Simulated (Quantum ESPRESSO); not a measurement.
# Pb (Im-3m) in Quantum ESPRESSO: notebook

The runs below take Pb through phonons, with revPBE, WC, vdW-DF-cx.

All numbers are computed with Quantum ESPRESSO 7.5; they aren't measurements. Logs are shortened: lines on timing, memory, paths and dates and some standing lists are left out, and cuts for length are marked.

## Step 1: The crystal as given

Symmetry: Im-3m, No. 229, cubic system. The conventional cell has a = 3.959 Å, b = 3.959 Å, c = 3.959 Å, α = 90.00°, β = 90.00°, γ = 90.00°. Pb (site symmetry m-3m) is surrounded by 8 Pb at 3.43 Å.

This isn't the form of Pb at room conditions, which is fcc.

## Step 2: Phonons, revPBE

Input file pw.in:

```
&CONTROL
  calculation = 'scf'
  prefix = 'pwscf'
  outdir = './tmp'
  pseudo_dir = './pseudo'
  tprnfor = .true.
  tstress = .true.
  disk_io = 'low'
/
&SYSTEM
  ibrav = 0
  nat = 1
  ntyp = 1
  ecutwfc = 45
  ecutrho = 360
  nbnd = 13
  input_dft = 'revpbe'
  occupations = 'smearing'
  smearing = 'mv'
  degauss = 0.01469973
/
&ELECTRONS
  conv_thr = 2d-10
  electron_maxstep = 120
  mixing_beta = 0.5
/
ATOMIC_SPECIES
Pb   207.2000 pb_pbe_v1.uspp.F.UPF
CELL_PARAMETERS bohr
  -3.7410144011    3.7410144011    3.7410144011
   3.7410144011   -3.7410144011    3.7410144011
   3.7410144011    3.7410144011   -3.7410144011
ATOMIC_POSITIONS bohr
Pb     0.0000000000    0.0000000000    0.0000000000
K_POINTS automatic
6 6 6 0 0 0
```

Input file relax.in:

```
&CONTROL
  calculation = 'vc-relax'
  prefix = 'pwscf'
  outdir = './tmp'
  pseudo_dir = './pseudo'
  tprnfor = .true.
  tstress = .true.
  disk_io = 'low'
  nstep = 40
  forc_conv_thr = 0.0001
  etot_conv_thr = 1d-06
/
&SYSTEM
  ibrav = 0
  nat = 1
  ntyp = 1
  ecutwfc = 45
  ecutrho = 360
  nbnd = 13
  input_dft = 'revpbe'
  occupations = 'smearing'
  smearing = 'mv'
  degauss = 0.01469973
/
&ELECTRONS
  conv_thr = 2d-10
  electron_maxstep = 120
  mixing_beta = 0.5
/
&IONS
  ion_dynamics = 'bfgs'
/
&CELL
  cell_dynamics = 'bfgs'
  press = 0
  press_conv_thr = 0.2
/
ATOMIC_SPECIES
Pb   207.2000 pb_pbe_v1.uspp.F.UPF
CELL_PARAMETERS bohr
  -3.7410144011    3.7410144011    3.7410144011
   3.7410144011   -3.7410144011    3.7410144011
   3.7410144011    3.7410144011   -3.7410144011
ATOMIC_POSITIONS bohr
Pb     0.0000000000    0.0000000000    0.0000000000
K_POINTS automatic
6 6 6 0 0 0
```

Input file scf2.in:

```
&CONTROL
  calculation = 'scf'
  prefix = 'pwscf'
  outdir = './tmp'
  pseudo_dir = './pseudo'
  tprnfor = .true.
  tstress = .true.
  disk_io = 'low'
/
&SYSTEM
  ibrav = 0
  nat = 1
  ntyp = 1
  ecutwfc = 45
  ecutrho = 360
  nbnd = 13
  input_dft = 'revpbe'
  occupations = 'smearing'
  smearing = 'mv'
  degauss = 0.01469973
/
&ELECTRONS
  conv_thr = 1d-13
  electron_maxstep = 120
  mixing_beta = 0.5
  startingpot = 'file'
  startingwfc = 'file'
/
ATOMIC_SPECIES
Pb   207.2000 pb_pbe_v1.uspp.F.UPF
CELL_PARAMETERS bohr
  -3.7951886777    3.7951886777    3.7951886777
   3.7951886777   -3.7951886777    3.7951886777
   3.7951886777    3.7951886777   -3.7951886777
ATOMIC_POSITIONS bohr
Pb     0.0000000000    0.0000000000    0.0000000000
K_POINTS automatic
6 6 6 0 0 0
```

Input file ph.in:

```
phonons of Pb
&INPUTPH
  prefix = 'pwscf'
  outdir = './tmp'
  tr2_ph = 1d-18
  fildyn = 'dyn'
  niter_ph = 90
  alpha_mix(1) = 0.4
/
-0.0000000000 0.8660254038 -0.0000000000
```

Potentials or basis: GBRV 1.5 PBE.

The run is started by

```sh
$ OMP_NUM_THREADS=1 pw.x -in pw.in > pw.out
$ OMP_NUM_THREADS=1 pw.x -in relax.in > relax.out
$ OMP_NUM_THREADS=1 pw.x -in scf2.in > scf2.out
$ OMP_NUM_THREADS=1 ph.x -in ph.in > ph.out
```

pw.out:

```text
This program is part of the open-source Quantum ESPRESSO suite
     for quantum simulation of materials; please cite
         "P. Giannozzi et al., J. Phys.:Condens. Matter 21 395502 (2009);
         "P. Giannozzi et al., J. Phys.:Condens. Matter 29 465901 (2017);
         "P. Giannozzi et al., J. Chem. Phys. 152 154105 (2020);
     in publications or presentations arising from this work. More details at

     IMPORTANT: XC functional enforced from input :
     Exchange-correlation= REVPBE
                           (   1   4   4   4   0   0   0)
     Any further DFT definition will be discarded
     Please, verify this is what you really want

     Message from routine setup:
     using ibrav=0 with symmetry is DISCOURAGED, use correct ibrav instead

     G-vector sticks info
     --------------------
     sticks:   dense  smooth     PW     G-vecs:    dense   smooth      PW
     Sum        1137     561    213                24295     8583    1961

     Using Slab Decomposition

     bravais-lattice index     =            0
     lattice parameter (alat)  =       6.4796  a.u.
     unit-cell volume          =     209.4248 (a.u.)^3
     number of atoms/cell      =            1
     number of atomic types    =            1
     number of electrons       =        14.00
     number of Kohn-Sham states=           13
     kinetic-energy cutoff     =      45.0000  Ry
     charge density cutoff     =     360.0000  Ry
     scf convergence threshold =      2.0E-10
     mixing beta               =       0.5000
     number of iterations used =            8  plain     mixing
     Exchange-correlation= REVPBE
                           (   1   4   4   4   0   0   0)

     celldm(1)=   6.479627  celldm(2)=   0.000000  celldm(3)=   0.000000
     celldm(4)=   0.000000  celldm(5)=   0.000000  celldm(6)=   0.000000

     crystal axes: (cart. coord. in units of alat)
               a(1) = (  -0.577350   0.577350   0.577350 )
               a(2) = (   0.577350  -0.577350   0.577350 )
               a(3) = (   0.577350   0.577350  -0.577350 )

     reciprocal axes: (cart. coord. in units 2 pi/alat)
               b(1) = ( -0.000000  0.866025  0.866025 )
               b(2) = (  0.866025 -0.000000  0.866025 )
               b(3) = (  0.866025  0.866025  0.000000 )

     PseudoPot. # 1 for Pb read from file:
     pb_pbe_v1.uspp.F.UPF
     Pseudo is Ultrasoft + core correction, Zval = 14.0
     Generated by new atomic code, or converted to UPF format
     Using radial grid of  899 points,  6 beta functions with:
                l(1) =   0
                l(2) =   0
                l(3) =   1
                l(4) =   1
                l(5) =   2
                l(6) =   2
     Q(r) pseudized with  6 coefficients,  rinner =    1.000   1.000   1.000
                                                       1.000   1.000

     atomic species   valence    mass     pseudopotential
     Pb               14.00   207.20000     Pb( 1.00)

     48 Sym. Ops., with inversion, found

   Cartesian axes

     site n.     atom                  positions (alat units)
         1        Pb     tau(   1) = (   0.0000000   0.0000000   0.0000000  )

     number of k points=    16  Marzari-Vanderbilt smearing, width (Ry)=  0.0147
                       cart. coord. in units 2pi/alat
        k(    1) = (   0.0000000   0.0000000   0.0000000), wk =   0.0092593
        k(    2) = (   0.1443376   0.1443376   0.0000000), wk =   0.1111111
        k(    3) = (   0.2886751   0.2886751   0.0000000), wk =   0.1111111
        k(    4) = (  -0.4330127  -0.4330127   0.0000000), wk =   0.0555556
        k(    5) = (   0.2886751   0.1443376   0.1443376), wk =   0.2222222
        k(    6) = (   0.4330127   0.2886751   0.1443376), wk =   0.4444444
[... 8 lines left out ...]
        k(   15) = (  -0.8660254  -0.1443376  -0.1443376), wk =   0.1111111
        k(   16) = (  -0.8660254  -0.8660254  -0.8660254), wk =   0.0092593

     Dense  grid:    24295 G-vectors     FFT dimensions: (  40,  40,  40)

     Smooth grid:     8583 G-vectors     FFT dimensions: (  27,  27,  27)

     Check: negative core charge=   -0.000002

     Initial potential from superposition of free atoms

     starting charge      13.9976, renormalised to      14.0000

     negative rho (up, down):  1.502E-02 0.000E+00
     Starting wfcs are    9 randomized atomic wfcs +    4 random wfcs

     Self-consistent Calculation

     iteration #  1     ecut=    45.00 Ry     beta= 0.50
     Davidson diagonalization with overlap
     ethr =  1.00E-02,  avg # of iterations =  4.4

     Threshold (ethr) on eigenvalues was too large:
     Diagonalizing with lowered threshold

     Davidson diagonalization with overlap
     c_bands:  1 eigenvalues not converged
     c_bands:  1 eigenvalues not converged
     ethr =  1.49E-05,  avg # of iterations = 10.9

     negative rho (up, down):  1.512E-02 0.000E+00

     total energy              =    -164.20857333 Ry
     estimated scf accuracy    <       0.00208612 Ry

     iteration #  2     ecut=    45.00 Ry     beta= 0.50
     Davidson diagonalization with overlap
     ethr =  1.49E-05,  avg # of iterations =  2.3

     negative rho (up, down):  1.525E-02 0.000E+00

     total energy              =    -164.20885702 Ry
     estimated scf accuracy    <       0.00018753 Ry

     iteration #  3     ecut=    45.00 Ry     beta= 0.50
     Davidson diagonalization with overlap
     ethr =  1.34E-06,  avg # of iterations =  6.4

     negative rho (up, down):  1.544E-02 0.000E+00

     total energy              =    -164.20889661 Ry
     estimated scf accuracy    <       0.00002469 Ry

     iteration #  4     ecut=    45.00 Ry     beta= 0.50
     Davidson diagonalization with overlap
     ethr =  1.76E-07,  avg # of iterations =  2.3

     negative rho (up, down):  1.546E-02 0.000E+00

     total energy              =    -164.20889905 Ry
     estimated scf accuracy    <       0.00000020 Ry

     iteration #  5     ecut=    45.00 Ry     beta= 0.50
     Davidson diagonalization with overlap
     c_bands:  1 eigenvalues not converged
     ethr =  1.46E-09,  avg # of iterations =  4.8

     negative rho (up, down):  1.547E-02 0.000E+00

     total energy              =    -164.20889941 Ry
     estimated scf accuracy    <       0.00000002 Ry

     iteration #  6     ecut=    45.00 Ry     beta= 0.50
     Davidson diagonalization with overlap
     ethr =  1.08E-10,  avg # of iterations =  2.9

     negative rho (up, down):  1.546E-02 0.000E+00

     total energy              =    -164.20889946 Ry
     estimated scf accuracy    <          6.9E-10 Ry

     iteration #  7     ecut=    45.00 Ry     beta= 0.50
     Davidson diagonalization with overlap
     ethr =  4.93E-12,  avg # of iterations =  3.0

     negative rho (up, down):  1.546E-02 0.000E+00

     End of self-consistent calculation

          k = 0.0000 0.0000 0.0000 (  1055 PWs)   bands (ev):

    -6.1495  -6.1495  -6.1495  -5.9274  -5.9274  -0.5747  18.4726  18.4726
    18.4726  19.0970  22.1366  22.1366  22.1366

          k = 0.1443 0.1443 0.0000 (  1059 PWs)   bands (ev):

    -6.1691  -6.1284  -6.0627  -5.9470  -5.9294  -0.0233  14.5813  17.0258
    17.7921  19.1073  20.1765  21.1165  22.0595

          k = 0.2887 0.2887 0.0000 (  1061 PWs)   bands (ev):

    -6.2080  -6.1263  -5.9549  -5.9329  -5.8830   1.5749   9.7832  15.1560
    16.6091  18.7791  19.1874  20.1768  23.4159

          k =-0.4330-0.4330 0.0000 (  1080 PWs)   bands (ev):

    -6.2274  -6.1466  -5.9414  -5.9344  -5.7901   3.1525   7.0830  14.4274
    16.1169  18.4066  19.1577  19.8625  24.8447

          k = 0.2887 0.1443 0.1443 (  1062 PWs)   bands (ev):

    -6.1741  -6.1183  -5.9655  -5.9529  -5.9277   1.0583  11.6062  14.0980
    16.3556  19.1123  20.6219  21.0901  23.2787

          k = 0.4330 0.2887 0.1443 (  1069 PWs)   bands (ev):

    -6.1938  -6.1029  -5.9538  -5.9470  -5.8446   2.8899   8.3087  12.1943
    15.4288  19.1058  20.0368  22.6957  23.2030

          k = 0.5774 0.2887 0.2887 (  1075 PWs)   bands (ev):

    -6.1802  -6.0110  -6.0110  -5.9046  -5.9046   3.7709   9.0247   9.0247
    15.0321  19.1152  21.5370  22.7909  22.7909

          k = 0.2887 0.2887 0.2887 (  1073 PWs)   bands (ev):

    -6.1435  -6.1435  -5.9391  -5.9391  -5.8974   2.4918   9.4680  12.6142
    12.6142  19.1200  24.6218  24.6218  25.1388

          k = 0.4330 0.4330 0.2887 (  1072 PWs)   bands (ev):

    -6.1487  -6.0756  -5.9347  -5.9332  -5.9331   3.6297   8.4336  10.8165
    12.0859  19.1208  24.5609  25.3552  26.4747

          k = 0.0000 0.0000 0.2887 (  1060 PWs)   bands (ev):

    -6.0912  -6.0912  -6.0683  -5.9933  -5.9344   0.5222  14.0317  15.5382
    15.5382  18.7922  19.1223  22.6450  22.6450

          k =-0.0000-0.1443 0.4330 (  1068 PWs)   bands (ev):

    -6.1144  -6.0858  -6.0021  -5.9654  -5.8939   2.0859  10.2244  13.7586
    14.5949  18.8234  19.1213  22.0113  22.2986

          k =-0.8660-0.2887-0.2887 (  1074 PWs)   bands (ev):

    -6.1307  -6.1157  -6.0037  -5.9538  -5.7986   3.5823   7.7019  13.0755
    14.2659  19.1191  20.3006  21.7922  21.9006

          k =-0.7217-0.1443-0.2887 (  1072 PWs)   bands (ev):

    -6.0942  -6.0887  -6.0431  -5.9176  -5.8392   3.7161   8.9976  10.6238
    15.1511  18.6047  19.1214  20.9140  21.4210

          k =-0.0000-0.0000 0.5774 (  1080 PWs)   bands (ev):

    -6.1289  -6.0736  -5.9299  -5.9299  -5.9055   3.5150  10.8617  12.0231
    12.0231  16.3427  19.1239  20.5172  26.1229

          k =-0.8660-0.1443-0.1443 (  1076 PWs)   bands (ev):

    -6.1566  -6.1356  -5.9292  -5.8801  -5.8155   4.7793   9.3340  11.3531
    12.0717  16.8246  17.7425  19.1260  25.7036

          k =-0.8660-0.8660-0.8660 (  1048 PWs)   bands (ev):

    -6.1984  -6.1984  -5.8239  -5.8239  -5.8239   5.7712  10.6834  10.6834
    10.6834  15.5606  15.5606  19.1275  27.5907

     the Fermi energy is    10.9166 ev

!    total energy              =    -164.20889947 Ry
     estimated scf accuracy    <          3.6E-11 Ry
     smearing contrib. (-TS)   =       0.00037219 Ry
     internal energy E=F+TS    =    -164.20927167 Ry

     The total energy is F=E-TS. E is the sum of the following terms:
     one-electron contribution =     -32.05099367 Ry
     hartree contribution      =      26.62430052 Ry
     xc contribution           =     -63.44884284 Ry
     ewald contribution        =     -95.33373567 Ry

     convergence has been achieved in   7 iterations

     negative rho (up, down):  1.546E-02 0.000E+00

     Forces acting on atoms (cartesian axes, Ry/au):

     atom    1 type  1   force =     0.00000000    0.00000000    0.00000000

     Total force =     0.000000     Total SCF correction =     0.000000

     Computing stress (Cartesian axis) and pressure

     negative rho (up, down):  1.546E-02 0.000E+00
          total   stress  (Ry/bohr**3)                   (kbar)     P=       16.62
   0.00011295  -0.00000000  -0.00000000           16.62       -0.00       -0.00
  -0.00000000   0.00011295  -0.00000000           -0.00       16.62       -0.00
  -0.00000000  -0.00000000   0.00011295           -0.00       -0.00       16.62

=------------------------------------------------------------------------------=
   JOB DONE.
=------------------------------------------------------------------------------=
```

Run time: 65 s. Hardware: 1 thread of Arm Neoverse V2, shared host; peak memory 0.12 GiB.

Results:

```yaml
Free_energy: -2234.1834 eV
Relaxed_volume: 32.40 Å³/atom
Relaxed_cell: a = 3.479 Å, b = 3.479 Å, c = 3.479 Å, α = 109.47°, β = 109.47°, γ = 109.47°
Space_group_after_relaxing_to_0.05_Å: Im-3m (No. 229)
Pressure_after_relaxing: 0.0 GPa
Band_gap_on_the_k_mesh: none (metal or under the smearing width)
Highest_phonon_frequency_at_the_q_point_run: 58 cm⁻¹
```

Step by step:
| step | energy change (eV) | largest force (eV/Å) | pressure (GPa) | volume (Å³) |
| --- | --- | --- | --- | --- |
| 1 | 0.0000 | 0.0000 | 1.66 | 31.03 |
| 2 | -0.0024 | 0.0000 | 1.31 | 31.30 |
| 3 | -0.0045 | 0.0000 | 0.94 | 31.59 |
| 4 | -0.0063 | 0.0000 | 0.41 | 32.03 |
| 5 | -0.0068 | 0.0000 | 0.02 | 32.39 |
| 6 | -0.0068 | 0.0000 | 0.00 | 32.40 |

Final structure:
```xyz
1
Lattice="-2.0083 2.0083 2.0083 2.0083 -2.0083 2.0083 2.0083 2.0083 -2.0083" Properties=species:S:1:pos:R:3 pbc="T T T"
Pb    0.0000    0.0000    0.0000
```

Phonon frequencies in cm⁻¹ (negative: imaginary):
| q point | frequencies |
| --- | --- |
| (0.500, -0.500, 0.500) | 58 58 58 |

Phonon modes at q = (0.500, -0.500, 0.500) in reciprocal lattice units:
```
mode  symmetry  cm⁻¹
   1      T_1u    58
   2      T_1u    58
   3      T_1u    58
```

Caveat: the k mesh is coarse (spacing up to 0.37 Å⁻¹), so the values aren't converged; the mesh is thin for the phonons of a metal; the potentials were made for another functional, which shifts forces and pressure.

(Continued in part 2 of 3.)
